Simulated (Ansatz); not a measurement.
Data:

Starting cell, BaSnO3 (cubic perovskite):

```xyz
10
Lattice="8.3522 0.0000 0.0000 4.1761 4.1761 0.0000 4.1761 0.0000 4.1761" Properties=species:S:1:pos:R:3 pbc="T T T"
Ba     0.0000     0.0000     0.0000
Ba     4.1761     0.0000     0.0000
Sn    10.4402     2.0880     2.0880
Sn     6.2641     2.0880     2.0880
O      8.3522     2.0880     2.0880
O      4.1761     2.0880     2.0880
O      2.0880     2.0880     0.0000
O      6.2641     2.0880     0.0000
O      2.0880     0.0000     2.0880
O      6.2641     0.0000     2.0880
```

The atoms are displaced by Q × the pattern below (from a DFPT mode at R = (0.5, 0.5, 0.5), largest move 1; Q in Å), at fixed cell. It is one choice among 2 degenerate patterns. (q is in reciprocal vectors of the primitive cell; the cell shown is doubled to hold the pattern.)

```json
[
 {"atom": "O5", "x": "0.354", "y": "0.000", "z": "0.000"},
 {"atom": "O6", "x": "-0.354", "y": "0.000", "z": "0.000"},
 {"atom": "O7", "x": "0.000", "y": "0.000", "z": "-1.000"},
 {"atom": "O8", "x": "0.000", "y": "0.000", "z": "1.000"},
 {"atom": "O9", "x": "0.000", "y": "0.646", "z": "0.000"},
 {"atom": "O10", "x": "0.000", "y": "-0.646", "z": "0.000"}
]
```

Atoms not listed stay in place.

Method: PBE (plane waves to 420 eV, PAW, scalar-relativistic; Ansatz, a program for electronic structure). k mesh 8×8×8 (Γ-centred), Fermi-Dirac smearing 0.05 eV. Energies are smeared free energies. BaSnO3 was relaxed with its symmetry unable to fall. The zero of ΔE is the undisplaced structure.

The scan covers Q from -0.100 to 0.100 Å in 13 points.

Is this a single well or a double well?

A single well with its minimum at or next to zero displacement.

Which space group does the distorted structure have?

Fmmm (No. 69), lowered from Pm-3m.

What is the energy change at Q = 0.100 Å?

167.0 meV/cell.

What harmonic wavenumber does the curvature at Q = 0 give?

419 cm⁻¹.

(A displaced cell: forces are minus the slopes of the energy, force constants its curvatures, and phonons follow from these.)
